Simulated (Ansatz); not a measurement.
# Structure relaxation of Na

The calculation used DFT PBE, scalar-relativistic, plane waves, PAW (Ansatz). Cutoff 420 eV, Γ-centred k mesh, Gaussian smearing, no spin polarisation in the final step.

Na was placed on the sites of a reported S cell (R-3, No. 148), at a guessed volume.

```yaml
crystal:
  lattice:
    - [6.34242, 3.66180, 1.65934]
    - [-6.34242, 3.66180, 1.65934]
    - [0.00000, -7.32359, 1.65934]
  atoms:
    - { symbol: Na, position: [0.58450, 0.35100, 0.24650] }
    - { symbol: Na, position: [0.24650, 0.58450, 0.35100] }
    - { symbol: Na, position: [0.35100, 0.24650, 0.58450] }
    - { symbol: Na, position: [0.41550, 0.64900, 0.75350] }
    - { symbol: Na, position: [0.75350, 0.41550, 0.64900] }
    - { symbol: Na, position: [0.64900, 0.75350, 0.41550] }
```

Cell and atoms relax at zero pressure; the relaxation can't lower the symmetry of the start. After a coarse first stage the cell is made exact in the group found at 0.06 Å.

Energies count from the standard state of Na at the same level.

Describe the relaxed structure.

It ends in R-3c (No. 167). Conventional cell: a = 11.143 Å, c = 6.292 Å. Na has 10 Na at 3.52–3.77 Å.

Space group R-3c:H (No. 167). a = 11.143 Å, b = 11.143 Å, c = 6.292 Å, α = 90.00°, β = 90.00°, γ = 120.00°
```json
{"atom": "Na", "site": "18e", "symmetry": ".2", "x": "0.8535", "y": "0.5202", "z": "0.5833"}
```

What are its volume, energy, density and gap?

The volume per atom is 37.59 Å³, the density is 1.02 g/cm³ and the energy over the standard structure is 0.03 eV/atom. The gap on the 9×9×9 mesh is 0 eV (a metal).

The final run used a 9×9×9 mesh on its 6-atom cell and 0.10 eV smearing. For metals, differences of a few meV/atom aren't resolved. A structure relaxed within its symmetry needn't be a true minimum. The steps took of the order of 4 core-minutes in all.